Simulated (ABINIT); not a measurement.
Input of an ABINIT 10.8.3 (patched build) run:

run.abi

```
# Pseudopotentials
pp_dirpath "./"
pseudos "Zn.upf, S.upf"

# Structure
acell 3.8488830434 3.8488830434 3.8488830434 Angstrom
rprim
     0.0000000000     0.7071067812     0.7071067812
     0.7071067812     0.0000000000     0.7071067812
     0.7071067812     0.7071067812     0.0000000000
ntypat 2
znucl 30 16
natom 2
typat 1 2
xred
     0.7500000000     0.7500000000     0.7500000000
     0.0000000000     0.0000000000     0.0000000000
chkprim 0
chksymtnons 0
tolsym 1.0e-6

# Plane-wave basis
ecut 42.0

# k points
kptopt 1
ngkpt 7 7 7
nshiftk 1
shiftk 0.0 0.0 0.0

# Exchange and correlation
ixc 11

# Bands and occupations
nband 17
occopt 3
tsmear 0.05 eV

# SCF cycle
nstep 100
tolvrs 1.0e-10

# Output
iomode 3
prtwf 0
prtden 0
prteig 0
prtebands 0
```

Potentials or basis: PseudoDojo NC SR PBE v0.4.1 standard.

Launch:

```sh
$ abinit run.abi > log 2>&1
```

(1) What does it give for the band gap on the k mesh?

(2) What does it give for the pressure?

## Answers

(1) 2.02 eV, direct.

(2) 0.0 GPa.
